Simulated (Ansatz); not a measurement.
Write the native input for Ansatz 0.2.0 that does the following.

```yaml
Task: relaxation of cell and atoms
Functional: BLYP
Potentials_or_basis: Ansatz PAW
Cutoff: "420 eV (not typed: the program's choice for these potentials)"
k_mesh: 8 × 8 × 8
Occupations: fermi-dirac, width 0.05 eV
Spin: no spin polarisation
```

Crystal: SnSe.

```
Sn Se
1.0
     0.00000    3.01000    3.01000
     3.01000    0.00000    3.01000
     3.01000    3.01000    0.00000
Sn Se
1 1
Direct
  0.00000 0.00000 0.00000
  0.50000 0.50000 0.50000
```

Measurements of this composition are mostly on another form, of space group No. 62.

These files were run (other wordings do the same):

input.yaml

```yaml
crystal:
  lattice:
    - [0.0, 3.01, 3.01]
    - [3.01, 0.0, 3.01]
    - [3.01, 3.01, 0.0]
  atoms:
    - { symbol: Sn, position: [0.0, 0.0, 0.0] }
    - { symbol: Se, position: [0.5, 0.5, 0.5] }
hamiltonian:
  xc: blyp
  pseudopotentials: { kind: paw }
kpoints:
  mp_grid: { grid: [8, 8, 8] }
scf:
  occupations: { method: fermi_dirac, width: 0.05 }
output:
  forces: true
  stress: true
  write_density: true
  write_potential: true
  elf: true
  volumetric_format: npy
relax:
  f_tol: 0.01
  max_steps: 40
  cell: { stress_tol: 0.05 }
```

Potentials or basis: Ansatz PAW.

The run is started by

```bash
$ ansatz run input.yaml --threads 2 --pin off --max-ram 5632MiB --backend cpu --events-out ev --progress --plain --runs-dir out
```

Results of the run:

```
Relaxed volume                         : 30.05 Å³/atom
Relaxed cell                           : a = 4.397 Å, b = 4.397 Å, c = 4.397 Å, α = 60.00°, β = 60.00°, γ = 60.00°
Space group after relaxing (to 0.05 Å) : Fm-3m (No. 225)
Energy gained by relaxing              : 38.3 meV/atom
Ionic steps                            : 5
Pressure after relaxing                : 0.0 GPa
Band gap on the k mesh                 : 0.03 eV, direct
```

Caveat: the plane-wave basis is chosen anew once the cell has moved, so the energies of steps on either side of that aren't comparable; spin-orbit coupling is left out, which moves the levels of the heavy elements; the volume moved by +10 % from the deposited cell, more than functionals usually miss; the PAW data sets come from PBE, with cores solved anew for the run's functional, which leaves a small shift of forces and pressure.

Run time: 4.8 s on 2 threads of Arm Neoverse V1, with other jobs on the host, peak memory 0.36 GiB.
